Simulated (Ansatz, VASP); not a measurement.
## Two plane-wave programs on Ni

File INCAR:

```
SYSTEM = Ni
ALGO = Normal ; EDIFF = 1E-7
ENCUT = 520 ; GGA = PE
ISIF = 2 ; ISMEAR = 1
LASPH = .True. ; LCHARG = .True.
LELF = .True. ; LREAL = .False.
LVHAR = .True. ; LWAVE = .False.
NBANDS = 11 ; NELM = 100
PREC = Accurate ; SIGMA = 0.2
```

File KPOINTS:

```
k-points
0
Gamma
  15 15 15
  0 0 0
```

The input POSCAR:

```
Ni
1.0
    0.0000000000      1.7572466680      1.7572466680
    1.7572466680      0.0000000000      1.7572466680
    1.7572466680      1.7572466680      0.0000000000
Ni
1
Direct
    0.0000000000      0.0000000000      0.0000000000
```

Input for Ansatz:

```yaml
crystal:
  lattice:
    - [0.0, 1.757246668, 1.757246668]
    - [1.757246668, 0.0, 1.757246668]
    - [1.757246668, 1.757246668, 0.0]
  atoms:
    - { symbol: Ni, position: [0.0, 0.0, 0.0] }
hamiltonian:
  xc: pbe
  pseudopotentials:
    kind: paw
    azcp:
      Ni: "pseudopotentials/Ni.paw.azcp"
basis:
  ecutwfc: 420
  fft_grid_basis: typed
kpoints:
  mp_grid: { grid: [15, 15, 15], shift: [0, 0, 0] }
magnetization:
  spin_polarized: false
scf:
  occupations: { method: methfessel_paxton, width: 0.2 }
  lower_state_search: "off"
output:
  stress: true
```

Alike in both runs: task single point; functional PBE; k mesh 15 × 15 × 15; occupations methfessel-paxton of order 1, width 0.2 eV; no spin polarisation.

|  | VASP | Ansatz |
| --- | --- | --- |
| version | VASP 6.6.1 | Ansatz 0.2.0 |
| potentials or method | VASP PAW PBE potentials, release 64 (Ni) | plane waves (420 eV) with PAW, scalar-relativistic |
| plane-wave cutoff (eV) | 520 | 420 |
| valence electrons in the cell | 10 | 18 |

```tsv
	VASP	Ansatz	Ansatz less VASP
pressure (GPa)	-0.6	-0.6	+0.01
```

With one functional, cell and mesh, what is left measures potentials, basis and numerics. The two sets of potentials don't hold the same shells in valence.

Caveats: the run has no spin polarisation, though such a crystal can be magnetic. Spin polarisation is off, so any magnetic state and its effect on volume and gap are missing.
